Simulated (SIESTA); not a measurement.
Runs of SIESTA 5.4.2 on ZnS (Wurtzite-2H). It takes space group P6_3mc (No. 186, hexagonal). Conventional cell: a = 3.811 Å, b = 3.811 Å, c = 6.234 Å, α = 90.00°, β = 90.00°, γ = 120.00°. Zn (site symmetry 3m) has 4 S at 2.31 to 2.40 Å as nearest neighbours. S (site symmetry 3m) has 4 Zn at 2.31 to 2.40 Å as nearest neighbours. 

```tsv
task	level	potentials or basis	cell	k mesh	optimiser	force tolerance	broadening (eV)	window to (eV)	polarisation	energy shift	gap on the mesh (eV)	pressure (GPa)	relaxed volume (Å³/atom)	largest force (eV/Å)
relaxation of cell and atoms	PBE	PseudoDojo 0.4 standard (PBE files), TZDP (energy shift 0.002 Ry)	relaxed	8 × 8 × 5	Broyden	0.02 eV/Å	-	-	-	0.002 Ry	2.50	0.0	20.14	-
relaxation of cell and atoms	PBE	PseudoDojo 0.4 standard (PBE files), DZP (energy shift 0.003 Ry; two zetas on semicore shells)	relaxed	6 × 6 × 4	-	0.02 eV/Å	-	-	-	0.003 Ry	2.43	0.1	20.31	0.01
band structure	AM05	PseudoDojo 0.4 standard (PBEsol files), DZP (energy shift 0.003 Ry; two zetas on semicore shells)	as given	8 × 8 × 5	-	-	-	-	-	0.003 Ry	(a)	-0.2	-	0.34
band structure	LDA	PseudoDojo 0.4 standard (LDA files), DZP (energy shift 0.002 Ry)	as given	8 × 8 × 5	-	-	-	-	-	0.002 Ry	2.62	-2.0	-	0.32
optical spectrum	PBEsol	PseudoDojo 0.4 standard (PBEsol files), DZP (energy shift 0.002 Ry)	as given	6 × 6 × 4	-	-	0.3 eV	30 eV	unpolarized	0.002 Ry	2.72	0.6	-	0.33
band structure	PBE	PseudoDojo 0.4 standard (PBE files), TZDP (energy shift 0.002 Ry)	as given	8 × 8 × 5	-	-	-	-	-	0.002 Ry	(b)	2.5	-	0.33
band structure	PBE	PseudoDojo 0.4 standard (PBE files), TZP (energy shift 0.01 Ry)	as given	8 × 8 × 5	-	-	-	-	-	0.01 Ry	2.52	0.8	-	0.36
band structure	vdW-DF-cx	PseudoDojo 0.4 standard (PBE files), DZP (energy shift 0.003 Ry; two zetas on semicore shells)	as given	8 × 8 × 5	-	-	-	-	-	0.003 Ry	2.52	0.8	-	0.36
band structure	PBE	PseudoDojo 0.4 standard (PBE files), TZP (energy shift 0.002 Ry)	as given	8 × 8 × 5	-	-	-	-	-	0.002 Ry	2.63	3.8	-	0.33
band structure	AM05	PseudoDojo 0.4 standard (PBEsol files), DZP (energy shift 0.002 Ry)	as given	8 × 8 × 5	-	-	-	-	-	0.002 Ry	2.80	0.9	-	0.33
relaxation of cell and atoms	vdW-DF-C09	PseudoDojo 0.4 standard (PBE files), DZP (energy shift 0.002 Ry)	relaxed	8 × 8 × 5	CG	0.02 eV/Å	-	-	-	0.002 Ry	2.64	0.0	(c)	-
```

Alike in all rows: no spin polarisation; smearing fermi-dirac 0.05 eV; grid cutoff 800 Ry.

Question: Estimate the missing entries.

Answer: (a) 2.56; (b) 2.67; (c) 19.91.

Caveats: the valence orbitals were made in a potential fitted to the semicore shell under them, which widens gaps by tenths of an eV or more; the basis of atomic orbitals isn't converged, which shifts pressures, moduli and gaps; semicore shells carry a single zeta, which can move pressures by several GPa and volumes by a few percent (some runs); the potentials were made for another functional, which shifts forces and pressure (some runs); short orbitals over semicore shells can move pressures by several GPa (some runs); an odd mesh through Γ misses points on the zone boundary, where band edges often lie (some runs); the basis holds too few empty states to meet the f-sum rule, so the spectrum is short of weight at high energy (some runs).

Not every run made on this cell is shown here.
